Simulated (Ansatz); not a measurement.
# Zr (sc type): how the settings move a single-point run

Question: which choices in the input matter for Zr (sc type)?

Program: Ansatz 0.2.0. Level of theory: reference: DFT, PBE, PAW with Ansatz's default frozen-core files, scalar-relativistic. These are calculated values, not measurements.

## (1) The starting structure

Symmetry: Pm-3m, No. 221, cubic system. Conventional cell: a = 2.762 Å, b = 2.762 Å, c = 2.762 Å, α = 90.00°, β = 90.00°, γ = 90.00°. Around Zr (site symmetry m-3m) lie 6 Zr at 2.76 Å.

Structure file:

```
CELL_PARAMETERS angstrom
2.76240 0.00000 0.00000
0.00000 2.76240 0.00000
0.00000 0.00000 2.76240
ATOMIC_POSITIONS crystal
Zr 0.00000 0.00000 0.00000
```

## (2) Reference

File input.yaml:

```yaml
crystal:
  lattice:
    - [2.762396361, 0.0, 0.0]
    - [0.0, 2.762396361, 0.0]
    - [0.0, 0.0, 2.762396361]
  atoms:
    - { symbol: Zr, position: [0.0, 0.0, 0.0] }
kpoints:
  mp_grid: { grid: [14, 14, 14] }
scf:
  occupations: { method: fermi_dirac, width: 0.1 }
hamiltonian:
  xc: pbe
  pseudopotentials: { kind: paw }
output:
  forces: true
  stress: true
  eigenvalues: true
  populations: true
```

On the command line:

```console
> ansatz run input.yaml --threads 1 --pin off --max-ram 2048MiB --backend cpu --events-out ev --progress --plain --runs-dir out
```

## (3) Variant: symmetry.detect false, chi_scale 0.3, xc rpbe

Edit input.yaml of step 2 so:

```diff
@@ -7,2 +7,3 @@
     - { symbol: Zr, position: [0.0, 0.0, 0.0] }
+  symmetry: { detect: false }
 kpoints:
@@ -11,4 +12,5 @@
   occupations: { method: fermi_dirac, width: 0.1 }
+  initial_density: { chi_scale: 0.3 }
 hamiltonian:
-  xc: pbe
+  xc: rpbe
   pseudopotentials: { kind: paw }
```

Before running it: what results should come out? Wanted: for each run, ending; energy change; pressure; gap; force.

**Answer**, as computed:

| run | ending | energy change | pressure (GPa) | gap (eV) | force (eV/Å) | cycles | time |
| --- | --- | --- | --- | --- | --- | --- | --- |
| reference | converged | - | 15.0 | 0.00 | 0.00 | 6 | 1.1 s |
| 1: symmetry.detect false, chi_scale 0.3, xc rpbe | converged | not comparable | 17.3 | 0.00 | 0.00 | 6 | 19 s |

Residual by cycle in the longest SCF loop of each run; runs are numbered as in the table. The quantity is the density residual dr2, in eV.

| cycle | reference | run 1 |
| --- | --- | --- |
| 1 | 0.0166 | 0.0862 |
| 2 | 0.00618 | 0.0274 |
| 3 | 1.5e-5 | 1.5e-4 |
| 4 | 7.4e-7 | 1.1e-5 |
| 5 | 2.0e-9 | 3.9e-8 |
| 6 | 6.9e-11 | 4.7e-10 |

After a change of functional the difference of the totals has no physical meaning; the pressure goes from 15.0 to 17.3 GPa. At this fixed cell a higher pressure means that this functional prefers a larger volume than the reference. Cost: 19 s against 1.1 s. The structure is not at rest: the sound run finds 15 GPa, so these are no properties of the relaxed crystal. 
